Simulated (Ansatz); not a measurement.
## Ta: ideal shear of a crystal plane

All numbers below come from DFT PBE, scalar-relativistic, plane waves, PAW in Ansatz 0.2.0. Settings: plane waves to 420 eV, k-mesh 22×22×7 (Γ-centred), Gaussian smearing 0.15 eV. Spin–orbit coupling is left out, which can shift energies with elements as heavy as these. No spin polarisation. Energies are free energies at this smearing, counted from the undisturbed cell; pressure is positive in compression.

Zero of the scan (relaxed at this level; with this scan's settings it stands at 0.2 GPa):

```
CELL_PARAMETERS angstrom
-1.65939 1.65939 -1.65939
-1.65939 -1.65939 1.65939
0.00000 6.63758 6.63758
ATOMIC_POSITIONS crystal
Ta 0.00000 0.00000 0.87500
Ta 0.50000 0.50000 0.12500
Ta 0.00000 0.00000 0.37500
Ta 0.50000 0.50000 0.62500
```

The cut lies on the cell's a–b face, a (0 1 1) plane (indices in the standard cell, whose axes needn't be the Cartesian ones shown) of area 7.79 Å², between layers 2.35 Å apart. Vector c is tilted by f times 1·a + 1·b (length 3.319 Å) with the atoms' Cartesian places fixed: one unrelaxed fault a cell. The traction is dγ/du, the slope of γ against the slip u in Å. Some rows repeat others by symmetry and weren't run.

```
     f  γ (mJ/m²) traction (GPa)
0.0000          0             0.0
0.1000        240            13.5
0.2000        847            23.3
0.3000       1760            30.2
0.4000       2701            23.5
0.5000       3125             0.0
0.6000       2701           -23.5
0.7000       1760           -30.2
0.8000        847           -23.3
0.9000        240           -13.5
```

Problem. Read off the first barrier and the stress needed to climb it, and compare with Frenkel's sinusoid.

Solution. The first sampled maximum lies at f = 0.500, a slip of 1.66 Å, with γ ≈ 3125 mJ/m², which stands in for the unstable fault energy γ_us, and the steepest sampled slope before it is 30.2 GPa. A sinusoid γ = γ_us sin²(πu/λ) with its maximum there has λ = 3.32 Å and a largest slope πγ_us/λ = 29.6 GPa (1 mJ/m² per Å = 0.01 GPa).

Problem. Is there a metastable fault on this line?

Solution. Apart from points where γ returns to about zero, no local minimum shows among the samples, so at this sampling the line offers no fault for a dislocation to split on; a fault can still lie off the line.

The cut is rigid; relaxing the faces lowers these energies and usually the stresses.

In a metal these slopes depend on the k mesh and the smearing.

Cost: 6 runs of about 15 core-minutes in all, on Intel Xeon Processor @ 2.50GHz (Skylake/Cascade Lake) (shared hosts).